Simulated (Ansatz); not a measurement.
**Relaxing Nb**

Method: Ansatz 0.2.0, DFT PBE, scalar-relativistic, plane waves, PAW. Cutoff 420 eV, Γ-centred k mesh, Gaussian smearing, no spin polarisation in the final step.

The start is a random cell of Nb with space group R32 (No. 155), drawn with lower limits on the distances.

```xyz
5
Lattice="3.0226 1.7451 2.9042 -3.0226 1.7451 2.9042 0.0000 -3.4901 2.9042" Properties=species:S:1:pos:R:3 pbc="T T T"
Nb   -2.2669    0.4363    2.9042
Nb    1.5113    1.7451    2.9042
Nb    0.7556   -2.1813    2.9042
Nb    0.0000    0.0000    2.9133
Nb    0.0000    0.0000    5.7994
```

Cell and atoms relax at zero pressure; the relaxation can't lower the symmetry of the start. After a coarse first stage the cell is made exact in the group found at 0.06 Å.

Energies count from the standard state of Nb at the same level.

**Question.** What does it relax into?

**Answer.** It keeps R32 (No. 155). Conventional cell: a = 7.018 Å, c = 7.468 Å. Nb on Wyckoff site d (3 atoms of the primitive cell) has 8 Nb at 2.78–2.93 Å; Nb on Wyckoff site c (2 atoms of the primitive cell) is coordinated by 1 Nb at 2.57 Å and 6 Nb at 2.78–2.93 Å.

```
Nb
1.0
     3.50909    2.02598    2.48925
    -3.50909    2.02598    2.48925
     0.00000   -4.05195    2.48925
Nb
5
Direct
  0.00000 0.77114 0.22886
  0.77114 0.22886 0.00000
  0.22886 0.00000 0.77114
  0.32824 0.32824 0.32824
  0.67176 0.67176 0.67176
```

**Question.** What are its volume, energy, density and gap?

**Answer.** The volume per atom is 21.24 Å³, the density is 7.26 g/cm³ and the energy over the standard structure is 1.02 eV/atom. The gap on the 9×9×9 mesh is 0 eV (a metal).

The final run used a 9×9×9 mesh on its 5-atom cell and 0.10 eV smearing. The k mesh leaves about 4 meV/atom of noise in metals. Symmetry constrained the relaxation, so the result can be a saddle point. The steps took of the order of 90 core-seconds in all.

This form isn't the element's structure at ambient conditions.